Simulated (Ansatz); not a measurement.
Te2Mo:

```
CELL_PARAMETERS angstrom
6.34645 0.00000 0.00000
0.00000 3.49422 0.00000
-0.54903 0.00000 14.85616
ATOMIC_POSITIONS crystal
Te 0.06309 0.50000 0.40139
Te 0.93626 0.00000 0.59892
Te 0.56720 0.00000 0.36206
Te 0.43254 0.50000 0.63827
Te 0.09105 0.00000 0.13792
Te 0.90945 0.50000 0.86175
Te 0.58109 0.50000 0.09855
Te 0.41935 0.00000 0.90115
Mo 0.31969 0.00000 0.50683
Mo 0.67978 0.50000 0.49352
Mo 0.18149 0.50000 0.00653
Mo 0.81900 0.00000 0.99309
```

The cell is a database's computed one.

| Quantity | Value |
| --- | --- |
| Program | Ansatz 0.2.0 |
| Task | relaxation of cell and atoms |
| Functional | PBE |
| Potentials or basis | Ansatz PAW |
| Cutoff | 420 eV (not typed: the program's choice for these potentials) |
| k mesh | 4 × 8 × 2 |
| Occupations | fermi-dirac, width 0.05 eV |
| Spin | no spin polarisation |

At the start: volume 27.45 Å³/atom.

Question: Where does the relaxation end?

Answer: It ends after 7 steps and the volume is 29.04 Å³/atom (+5.8 %); space group P2_1/m (No. 11, to 0.05 Å).

The path:
```csv
step,energy change (eV),largest force (eV/Å),volume (Å³)
1,0.0000,0.2074,329.45
2,-0.0162,0.0224,332.29
3,-0.0249,0.0190,339.28
4,-0.0265,0.0060,343.16
5,-0.0269,0.0089,347.54
6,-0.0268,0.0035,348.52
7,-0.0299,0.0035,348.52
```

Final structure:
```
Te Mo
1.0
     6.38233    0.00000    0.05020
     0.00000    3.46587    0.00000
    -0.43462    0.00000   15.75203
Te Mo
8 4
Direct
  0.06499 0.50000 0.40625
  0.93462 0.00000 0.59377
  0.57267 0.00000 0.36891
  0.42694 0.50000 0.63111
  0.08571 0.00000 0.13110
  0.91468 0.50000 0.86888
  0.57454 0.50000 0.09374
  0.42586 0.00000 0.90624
  0.31870 0.00000 0.50579
  0.68091 0.50000 0.49423
  0.18185 0.50000 0.00579
  0.81854 0.00000 0.99419
```

Caveat: the plane-wave basis is chosen anew once the cell has moved, so the energies of steps on either side of that aren't comparable; this functional lacks dispersion, which binds the layers, so the pressure and a relaxed spacing across them are unreliable.
